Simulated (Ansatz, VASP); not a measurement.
## CdSe: VASP beside Ansatz

The input INCAR:

```
  ALGO = Normal
  EDIFF = 1E-7
  EDIFFG = -0.01
  ENCUT = 600
  GGA = PE
  IBRION = 2
  ISIF = 3
  ISMEAR = 0
  LASPH = T
  LCHARG = F
  LREAL = F
  LWAVE = F
  NELM = 100
  NSW = 100
  PREC = Accurate
  SIGMA = 0.1
```

Contents of KPOINTS:

```
k-points
0
Gamma
  12 12 8
```

POSCAR

```
CdSe
1.0
    4.4915466700      0.0000000000      0.0000000000
   -2.2457733400      3.8897935200      0.0000000000
    0.0000000000      0.0000000000      5.4524988700
Cd Se
2 2
Direct
    0.0000000000      0.0000000000      0.0000000000
    0.0000000000      0.0000000000      0.5000000000
    0.3333333300      0.6666666700      0.2500000000
    0.6666666700      0.3333333300      0.7500000000
```

Input for Ansatz:

```yaml
crystal:
  lattice:
    - [4.49154667, 0.0, 0.0]
    - [-2.24577334, 3.88979352, 0.0]
    - [0.0, 0.0, 5.45249887]
  atoms:
    - { symbol: Cd, position: [0.0, 0.0, 0.0] }
    - { symbol: Cd, position: [0.0, 0.0, 0.5] }
    - { symbol: Se, position: [0.33333333, 0.66666667, 0.25] }
    - { symbol: Se, position: [0.66666667, 0.33333333, 0.75] }
basis:
  ecutwfc: 420
kpoints:
  mp_grid: { grid: [12, 12, 8] }
hamiltonian:
  xc: pbe
scf:
  occupations: { method: gaussian, width: 0.1 }
output:
  forces: true
  stress: true
  eigenvalues: true
relax:
  adjacent_minimum: "off"
  f_tol: 0.01
  max_steps: 80
  cell: { stress_tol: 0.05 }
```

Change from the starting cell: species swapped into the CuSn type (P6_3/mmc, No. 194).

Alike in both runs: task relaxation of cell and atoms; functional PBE; k mesh 12 × 12 × 8; occupations gaussian, width 0.1 eV; no spin polarisation.

|  | VASP | Ansatz |
| --- | --- | --- |
| version | VASP 6.6.1 | Ansatz 0.2.0 |
| potentials or method | VASP PAW PBE potentials, release 64 (Cd, Se) | scalar-relativistic, plane waves, PAW |
| plane-wave cutoff (eV) | 600 | 420 |
| valence electrons in the cell | 36 | 72 |

|  | VASP | Ansatz | Ansatz less VASP |
| --- | --- | --- | --- |
| gap on the k mesh at the Fermi level, each at its own relaxed structure (eV) | none | none | - |
| relaxed volume (Å³/atom) | 24.04 | 23.94 | -0.096 |
| relaxed cell length with the largest relative difference (Å) | 4.073 | 4.063 | -0.0094 |
| energy change over the relaxation (meV/atom) | -230 | -230 | -0.1 |

A gap of «none» marks a metal or a gap that the smearing closes. The two sets of potentials don't hold the same shells in valence.
